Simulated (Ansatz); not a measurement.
## Sn: how the free axis answers a strain

Sn, Fd-3m, a = 6.541 Å. Ansatz: PBEsol, PAW, 420 eV, Γ-centred 12×12×8 mesh on 4 atoms, Gaussian smearing 0.10 eV; no spin polarisation. Series: biaxial strain in the a-b plane, c and atoms relaxed; x is the strain in per cent. The axes a, b, c are those of the computed cell (4.625, 4.625, 6.541 Å), along [1 1 0], [-1 1 0], [0 0 1] of the cell named above. y is the change of c in per cent of 6.541 Å.

| x (%) | y (%) |
| --- | --- |
| -3.0 | ? |
| -2.0 | 1.96 |
| -1.0 | 0.96 |
| 0.0 | 0.00 |
| 1.0 | -1.06 |
| 2.0 | -2.10 |
| 3.0 | -3.15 |

**Question.** Fit y = c1 x + c2 x² to the other rows, say what c1 measures, and predict the missing y.

**Answer.** Least squares on the rows shown. y = −1.009 x − 0.01529 x². With no stress along c, c1 = −2C12/C11 = -1.009. At x = -3.0 the fit asked for gives 2.89 %. The run gave 2.98 %, so the fit is 0.09 % too low, 1.5 % of the span of the series, against an rms of 0.02 % on the fitted rows. The row lies outside the fitted range. With a term in x³ added, a fit to the same known rows predicts 2.82 %, further off still.